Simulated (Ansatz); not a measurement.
LiH in the CsCl-type structure, relaxed with r2SCAN in the plane-wave code Ansatz. The symmetry is Pm-3m (No. 221, cubic); conventional cell a = 2.502 Å, 7.83 Å³ an atom. Li is surrounded by 8 H at 2.17 Å; H is surrounded by 8 Li at 2.17 Å.

The axes x, y and z are those of this cell:
```
Li H
1.0
     2.50166    0.00000    0.00000
     0.00000    2.50166    0.00000
     0.00000    0.00000    2.50166
Li H
1 1
Direct
  0.00000 0.00000 0.00000
  0.50000 0.50000 0.50000
```

Unstrained: PBE gives an indirect gap of 0.707 eV, from R to X; the least direct gap is 4.216 eV at M. The r2SCAN gap is indirect, 1.124 eV (R to X), below the direct gap of 4.918 eV at M. HSE06 gives an indirect gap of 1.407 eV, from R to X; the least direct gap is 5.266 eV at M. Meshes: PBE 10×10×10, r2SCAN 10×10×10, HSE06 8×8×8. Strains are changes of length per length. After each strain the atoms were relaxed again with r2SCAN within the symmetry that the strain leaves, so tilts or polar shifts that break it weren't tested; points keep the names that they have in the unstrained zone. The calculation is spin-unpolarised, and the structure need not be a phase that has been made.

Question: One strain changed the r2SCAN stress by xx -2.17, yy -2.17, zz +0.05 GPa (compression positive) and the gap by -0.026 eV (PBE), -0.025 eV (r2SCAN), -0.032 eV (HSE06). Which kind of strain was it, and roughly how large?

Answer: Epitaxial +1.81 % in the xy plane, free normal strain +0.77 %. The pattern of the stress gives the kind; the size needs the stiffness, so it is an estimate.

Question: Estimate what isotropic -3.33 % on every length does to the gap.

Answer: PBE: the gap goes from 0.707 to 0.680 eV (-0.027 eV). r2SCAN: the gap goes from 1.124 to 1.090 eV (-0.034 eV). HSE06: the gap goes from 1.407 to 1.393 eV (-0.014 eV). The r2SCAN energy rises by 9.4 meV an atom.

Question: Apply uniaxial -1.2 % along z, other directions held. How far does the gap move, against the unstrained cell?

Answer: PBE: the gap goes from 0.707 to 0.657 eV (-0.050 eV). r2SCAN: the gap goes from 1.124 to 1.070 eV (-0.054 eV). HSE06: the gap goes from 1.407 to 1.358 eV (-0.049 eV). The r2SCAN energy rises by 0.7 meV an atom.

The meshes of the hybrids are coarse, so their gaps aren't converged to the digits shown.
